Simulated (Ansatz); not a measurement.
# MgB2 (P6/mmm) in Ansatz: further runs

One crystal, MgB2, is run at these levels: PBEsol; tasks: single point, band structure.

All numbers are computed with Ansatz 0.2.0; they aren't measurements. Logs are shortened: lines on timing, memory, paths and dates and some standing lists are left out, and cuts for length are marked.

## (1) The crystal as given

It takes space group P6/mmm (No. 191, hexagonal). Conventional cell: a = 3.085 Å, b = 3.085 Å, c = 3.523 Å, α = 90.00°, β = 90.00°, γ = 120.00°. Mg (site symmetry 6/mmm) has 12 B at 2.51 Å as nearest neighbours. Around B (site symmetry -6m2) lie 3 B at 1.78 Å.

## (2) Single point, PBEsol, 9.10 Å³/atom (volume scaled by 0.94)

Input file input.yaml:

```yaml
crystal:
  lattice:
    - [3.0220231454, 0.0, 0.0]
    - [-1.5110115727, 2.6171488148, 0.0]
    - [0.0, 0.0, 3.451081861]
  atoms:
    - { symbol: Mg, position: [0.0, 0.0, 0.0] }
    - { symbol: B, position: [0.6666666667, 0.3333333333, 0.5] }
    - { symbol: B, position: [0.3333333333, 0.6666666667, 0.5] }
kpoints:
  mp_grid: { grid: [10, 10, 8] }
scf:
  occupations: { method: fermi_dirac, width: 0.05 }
hamiltonian:
  xc: pbesol
  pseudopotentials: { kind: all_electron, lapw: { basis_error: 0.001 } }
output:
  forces: true
  stress: true
  eigenvalues: true
```

Potentials or basis: all-electron LAPW, scalar-relativistic.

On the command line:

```sh
ansatz run input.yaml --threads 2 --pin off --max-ram 8192MiB --backend cpu --events-out ev --progress --plain --runs-dir out
```

What it wrote:

```text
Warning: RAYON_NUM_THREADS=2 ignored (pool sized by the plan → 2); use --threads N
LAPW: plane waves up to 9.022 Å⁻¹, error target 1.0e-3 eV per atom; small_component_spin mean_spin; B in spheres of 0.872 Å, 5 of its electrons in bands, Dirac shells []; Mg in spheres of 1.075 Å, 10 of its electrons in bands, Dirac shells [] (how accurate: hamiltonian.pseudopotentials.lapw.basis_error, Limitations)
Engine: ansatz 0.2.0, x86_64-unknown-linux-gnu
Pseudopotentials: kind: all_electron
Pseudopotential: Mg, LAPW, valence charge 10, lapw/all_electron/scalar/gaussian/Mg, Koelling and Harmon's equation, gaussian nucleus
Pseudopotential: B, LAPW, valence charge 5, lapw/all_electron/scalar/gaussian/B, Koelling and Harmon's equation, gaussian nucleus
Functional definition: PBEsol
  exchange = pbesol_x
  correlation = pbesol_c
Crystal: 3 atoms, lattice volume = 27.295 Å³
Basis set: ecut = 310.0901511111128 eV, 339 PW (Γ), exchange–correlation at level 2
Bands: 14, of which v1, the nominal top of the filled ones, is band 10 counted from 1 (9 counted from 0)
Symmetry: 24 space group operations
Space group: P6/mmm (ITA 191), of the structure as read, at distance tolerance 3.0e-5 Å
k-points: 70 of 800
Non-local potential: Mg, projectors of the file, none
Non-local potential: B, projectors of the file, none
Initial density: superposition of atomic densities (chi_scale 0.1, normalization cell, long waves kept (reshape's long-wave potential 0.00 eV rms))
Initial wavefunctions: plane waves of lowest kinetic energy (no species holds an atomic orbital)
Functional: x = pbesol(κ = 0.804, μ = 0.12345679012345678), c = pbesol(β = 0.046)
iter 1 solved again at ethr=2.11e-2 eV; its pass at ethr=1.00e-1 eV (dr2=4.22e0 eV) is discarded
SCF iter   1: F=—  HF=-6787.708564 eV  |F-HF|=—  |Δ(HF+E_count)|=         —  Δρ=9.17e-2  dr2=4.23e0  ethr=2.11e-2  ⟨swp⟩=2.0  Hψ=7081  notcnv=0
preconditioner: auto → none  [metal: Δε(μ)=0.074 eV  Ē_g=12.280 eV  σ=0.050 eV  W_gap=0.33  n_scr=8 (ndim 8)  ℏωp=20.1 eV  f_vac=0.000  D(μ)=0.43/eV (n_scr^D=0)  sad-step TF]
SCF iter   2: F=—  HF=-6786.618857 eV  |F-HF|=—  |Δ(HF+E_count)|=    1.09e0  Δρ=5.74e-2  dr2=1.83e0  ethr=2.11e-2  ⟨swp⟩=2.1  Hψ=2664  notcnv=0
iter 3 solved again at ethr=8.04e-4 eV; its pass at ethr=9.16e-3 eV (dr2=1.61e-1 eV) is discarded
SCF iter   3: F=—  HF=-6785.983404 eV  |F-HF|=—  |Δ(HF+E_count)|=   6.35e-1  Δρ=1.91e-2  dr2=1.61e-1  ethr=8.04e-4  ⟨swp⟩=2.0  Hψ=5301  notcnv=0  defer=1
SCF iter   4: F=—  HF=-6785.923416 eV  |F-HF|=—  |Δ(HF+E_count)|=         —  Δρ=1.91e-3  dr2=6.88e-4  ethr=8.04e-4  ⟨swp⟩=3.0  Hψ=3044  notcnv=0
the basis was enlarged: its passes take 135.4 KiB over the memory plan, 2 of 2 planned eigensolver slots
SCF iter   5: F=—  HF=-6785.923054 eV  |F-HF|=—  |Δ(HF+E_count)|=   3.62e-4  Δρ=8.55e-4  dr2=3.32e-4  ethr=3.44e-6  ⟨swp⟩=3.0  Hψ=2642  notcnv=0
SCF iter   6: F=—  HF=-6785.922951 eV  |F-HF|=—  |Δ(HF+E_count)|=   1.03e-4  Δρ=1.46e-4  dr2=9.74e-6  ethr=1.66e-6  ⟨swp⟩=2.8  Hψ=2475  notcnv=0
SCF iter   7: F=—  HF=-6785.922952 eV  |F-HF|=—  |Δ(HF+E_count)|=   2.36e-7  Δρ=2.35e-5  dr2=1.91e-7  ethr=4.87e-8  ⟨swp⟩=3.0  Hψ=2623  notcnv=0
SCF iter   8: F=-6785.922952 eV  HF=-6785.922952 eV  |F-HF|=2.85e-9  |Δ(HF+E_count)|=   6.97e-8  Δρ=3.55e-6  dr2=4.06e-9  ethr=9.57e-10  ⟨swp⟩=2.9  Hψ=2477  notcnv=0
SCF 1 converged in 8 iterations: F = -6785.922952 eV  dr2 = 4.06e-9
SCF converged after 8 iterations
Free energy (F): -6785.922952 eV
Harris-Foulkes:  -6785.922952 eV  (|F-HF|=2.85e-9)
Internal energy: -6785.916139 eV  (E = F + TS)
E sigma→0 (E₀):  -6785.919545 eV
Entropy (-TS):   -0.006812 eV (-2.271 meV/atom)
Fermi energy:    9.866276 eV
--- Per-component energies (eV) ---
  E_band       = -926.456338
  E_kinetic    = 6787.899118
  E_xc         = -652.950982
  E_electrostatic = -12920.864275  (all electrons and nuclei)
  E_smearing   = -0.006812  (= −TS)
  E_closure    = 0.000000  (closes the sum)
  E_atoms      = -6769.641566  (free atoms, spherical and without spin; not in F)
  Σ components = -6785.922952   (vs F -6785.922952, Δ=0.00e0)
  Basis errors (estimates in eV, not in F): energy 5.7e-4 per atom: plane waves 5.2e-4 (3.0e-4 summed), levels above the bands 6.6e-84, relativity 5.0e-9, radial functions 4.6e-5, core shells 3.4e-12; eigenvalues (radial functions only) 1.2e-5; not estimated: angular momenta, meshes, grids; target (lapw.basis_error) 1.0e-3; muffin-tin radii B 0.872 Å, Mg 1.075 Å
--- Forces (eV/Å), atoms counted from 1 ---
  atom   1  Mg     0.00000000     0.00000000     0.00000000
  atom   2  B      0.00000000    -0.00000000     0.00000000
  atom   3  B      0.00000000     0.00000000     0.00000000
  max |Σ_I F_I| component: 5.55e-17 eV/Å
--- Stress (GPa, compression-positive) ---
        8.278245       0.000000       0.000000
       -0.000000       8.278245       0.000000
        0.000000       0.000000       4.284328
  P = ⅓ Tr σ = 6.9469 GPa (69.469 kbar)
--- Band table (eV; the first three rows and the last of 70) ---
  k-point 0: bands = ["-161.0284", "-161.0105", "-64.8513", "-31.7941", "-31.7941", "-31.7883", "-2.9568", "6.7576", "10.2396", "10.2396", "11.5781", "16.3666", "16.3666", "18.5967"]
  k-point 1: bands = ["-161.0284", "-161.0105", "-64.8513", "-31.7940", "-31.7940", "-31.7899", "-2.8136", "5.7608", "10.2952", "10.2952", "12.9017", "16.4076", "16.4076", "18.5153"]
  k-point 2: bands = ["-161.0284", "-161.0105", "-64.8511", "-31.7937", "-31.7937", "-31.7935", "-2.4106", "4.0816", "10.4351", "10.4351", "15.5518", "16.5114", "16.5114", "18.3410"]
  k-point 69: bands = ["-161.0206", "-161.0183", "-64.8458", "-31.8329", "-31.8233", "-31.7889", "2.6505", "3.9210", "4.7255", "6.9469", "8.3894", "13.8637", "21.0464", "21.7589"]
```

Run time: 4.6 s. Hardware: 2 threads of AMD EPYC 7R13 (Zen 3), shared host; peak memory 0.33 GiB.

What came out:

| Property | Result |
| --- | --- |
| Free energy | -6785.9230 eV |
| Pressure | 6.9 GPa |
| Band gap on the k mesh | none (metal or under the smearing width) |

## (3) Single point, PBEsol, 9.29 Å³/atom (volume scaled by 0.96)

input.yaml, as its differences from that of step 2:

```diff
@@ -2,5 +2,5 @@
   lattice:
-    - [3.0220231454, 0.0, 0.0]
-    - [-1.5110115727, 2.6171488148, 0.0]
-    - [0.0, 0.0, 3.451081861]
+    - [3.0433056997, 0.0, 0.0]
+    - [-1.5216528499, 2.6355800475, 0.0]
+    - [0.0, 0.0, 3.4753860551]
   atoms:
```

Potentials or basis: all-electron LAPW, scalar-relativistic.

On the command line:

```sh
ansatz run input.yaml --threads 2 --pin off --max-ram 8192MiB --backend cpu --events-out ev --progress --plain --runs-dir out
```

Wall time 3.9 s (2 threads of AMD EPYC 7R13 (Zen 3), shared host); peak memory 0.33 GiB.

Results (log left out):

| Property | Result |
| --- | --- |
| Free energy | -6785.9414 eV |
| Pressure | 3.3 GPa |
| Band gap on the k mesh | none (metal or under the smearing width) |

## (4) Single point, PBEsol, 9.49 Å³/atom (volume scaled by 0.98)

input.yaml, as its differences from that of step 3:

```diff
@@ -2,5 +2,5 @@
   lattice:
-    - [3.0433056997, 0.0, 0.0]
-    - [-1.5216528499, 2.6355800475, 0.0]
-    - [0.0, 0.0, 3.4753860551]
+    - [3.0642946782, 0.0, 0.0]
+    - [-1.5321473391, 2.653757036, 0.0]
+    - [0.0, 0.0, 3.4993549923]
   atoms:
```

On the command line:

```sh
ansatz run input.yaml --threads 2 --pin off --max-ram 8192MiB --backend cpu --events-out ev --progress --plain --runs-dir out
```

Wall time 4 s (2 threads of AMD EPYC 7R13 (Zen 3), shared host); peak memory 0.33 GiB.

It converged, with:

```yaml
Free_energy: -6785.9472 eV
Pressure: 0.0 GPa
Band_gap_on_the_k_mesh: none (metal or under the smearing width)
```

## (5) Single point, PBEsol, 9.68 Å³/atom

input.yaml, as its differences from that of step 4:

```diff
@@ -2,5 +2,5 @@
   lattice:
-    - [3.0642946782, 0.0, 0.0]
-    - [-1.5321473391, 2.653757036, 0.0]
-    - [0.0, 0.0, 3.4993549923]
+    - [3.085, 0.0, 0.0]
+    - [-1.5425, 2.6716883707, 0.0]
+    - [0.0, 0.0, 3.523]
   atoms:
```

On the command line:

```sh
ansatz run input.yaml --threads 2 --pin off --max-ram 8192MiB --backend cpu --events-out ev --progress --plain --runs-dir out
```

Wall time 4 s (2 threads of AMD EPYC 7R13 (Zen 3), shared host); peak memory 0.33 GiB.

Results (log left out):

```yaml
Free_energy: -6785.9415 eV
Pressure: -3.1 GPa
Band_gap_on_the_k_mesh: none (metal or under the smearing width)
```

## (6) Single point, PBEsol, 9.87 Å³/atom (volume scaled by 1.02)

input.yaml, as its differences from that of step 5:

```diff
@@ -2,5 +2,5 @@
   lattice:
-    - [3.085, 0.0, 0.0]
-    - [-1.5425, 2.6716883707, 0.0]
-    - [0.0, 0.0, 3.523]
+    - [3.105431059, 0.0, 0.0]
+    - [-1.5527155295, 2.6893821868, 0.0]
+    - [0.0, 0.0, 3.5463318058]
   atoms:
```

Potentials or basis: all-electron LAPW, scalar-relativistic.

On the command line:

```sh
ansatz run input.yaml --threads 2 --pin off --max-ram 8192MiB --backend cpu --events-out ev --progress --plain --runs-dir out
```

It took 3.8 s on 2 threads of AMD EPYC 7R13 (Zen 3), shared host; peak memory 0.34 GiB.

The run converged. Its results:

* Free energy: -6785.9253 eV
* Pressure: -5.8 GPa
* Band gap on the k mesh: none (metal or under the smearing width)

## (7) Single point, PBEsol, 10.07 Å³/atom (volume scaled by 1.04)

input.yaml, as its differences from that of step 6:

```diff
@@ -2,5 +2,5 @@
   lattice:
-    - [3.105431059, 0.0, 0.0]
-    - [-1.5527155295, 2.6893821868, 0.0]
-    - [0.0, 0.0, 3.5463318058]
+    - [3.1255967608, 0.0, 0.0]
+    - [-1.5627983804, 2.7068461969, 0.0]
+    - [0.0, 0.0, 3.5693605797]
   atoms:
```

On the command line:

```sh
ansatz run input.yaml --threads 2 --pin off --max-ram 8192MiB --backend cpu --events-out ev --progress --plain --runs-dir out
```

Wall time 3.5 s (2 threads of AMD EPYC 7R13 (Zen 3), shared host); peak memory 0.33 GiB.

The run converged. Its results:

| Item | Value |
| --- | --- |
| Free energy | -6785.8995 eV |
| Pressure | -8.3 GPa |
| Band gap on the k mesh | none (metal or under the smearing width) |

## (8) Single point, PBEsol, 10.26 Å³/atom (volume scaled by 1.06)

input.yaml, as its differences from that of step 7:

```diff
@@ -2,5 +2,5 @@
   lattice:
-    - [3.1255967608, 0.0, 0.0]
-    - [-1.5627983804, 2.7068461969, 0.0]
-    - [0.0, 0.0, 3.5693605797]
+    - [3.1455055572, 0.0, 0.0]
+    - [-1.5727527786, 2.7240877203, 0.0]
+    - [0.0, 0.0, 3.5920959734]
   atoms:
```

On the command line:

```sh
ansatz run input.yaml --threads 2 --pin off --max-ram 8192MiB --backend cpu --events-out ev --progress --plain --runs-dir out
```

Run time: 3.7 s. Hardware: 2 threads of AMD EPYC 7R13 (Zen 3), shared host; peak memory 0.34 GiB.

The run converged. Its results:

| Quantity | Value |
| --- | --- |
| Free energy | -6785.8651 eV |
| Pressure | -10.6 GPa |
| Band gap on the k mesh | none (metal or under the smearing width) |

## (9) Band structure, PBEsol

Input file input.yaml:

```yaml
crystal:
  lattice:
    - [3.085, 0.0, 0.0]
    - [-1.5425, 2.6716883707, 0.0]
    - [0.0, 0.0, 3.523]
  atoms:
    - { symbol: Mg, position: [0.0, 0.0, 0.0] }
    - { symbol: B, position: [0.6666666667, 0.3333333333, 0.5] }
    - { symbol: B, position: [0.3333333333, 0.6666666667, 0.5] }
kpoints:
  mp_grid: { grid: [10, 10, 8] }
  band_path:
    path:
      - [0.0, 0.0, 0.0]
      - [0.5, 0.0, 0.0]
      - [0.3333333333, 0.3333333333, 0.0]
      - [0.0, 0.0, 0.0]
      - [0.0, 0.0, 0.5]
      - [0.5, 0.0, 0.5]
      - [0.3333333333, 0.3333333333, 0.5]
      - [0.0, 0.0, 0.5]
    npoints: 10
scf:
  occupations: { method: fermi_dirac, width: 0.05 }
hamiltonian:
  xc: pbesol
  pseudopotentials: { kind: all_electron, lapw: { basis_error: 0.002 } }
output:
  forces: true
  stress: true
  eigenvalues: true
```

Potentials or basis: all-electron LAPW, scalar-relativistic.

On the command line:

```sh
ansatz run input.yaml --threads 2 --pin off --max-ram 8192MiB --backend cpu --events-out ev --progress --plain --runs-dir out
```

It took 1.9 s on 2 threads of AMD EPYC 9R45 (Zen 5), shared host; peak memory 0.32 GiB.

The run converged. Its results:

| Property | Result |
| --- | --- |
| Free energy | -6785.9401 eV |
| Pressure | -3.1 GPa |
| Band gap along the path | none (metal or under the smearing width) |

Stress tensor (GPa, compression positive):
```
-3.02  0.00  0.00
 0.00 -3.02  0.00
 0.00  0.00 -3.14
```

Levels at the corners of the path, in eV from the Fermi level:
```
point  band 8  band 9  band 10  band 11  band 12  band 13
    Γ   -2.98    0.34     0.34     1.57     6.23     6.23
    M   -7.87   -2.20     0.17     3.02     3.79     5.23
    K   -7.27   -5.92     1.75     1.75     6.08     6.08
    Γ   -2.98    0.34     0.34     1.57     6.23     6.23
    A   -7.49    0.72     0.72     6.57     6.57     7.89
    L   -6.95   -3.62    -1.91    -1.37     5.63     8.67
    H   -6.37   -5.23    -2.07    -2.07     3.46    11.51
    A   -7.49    0.72     0.72     6.57     6.57     7.89
```
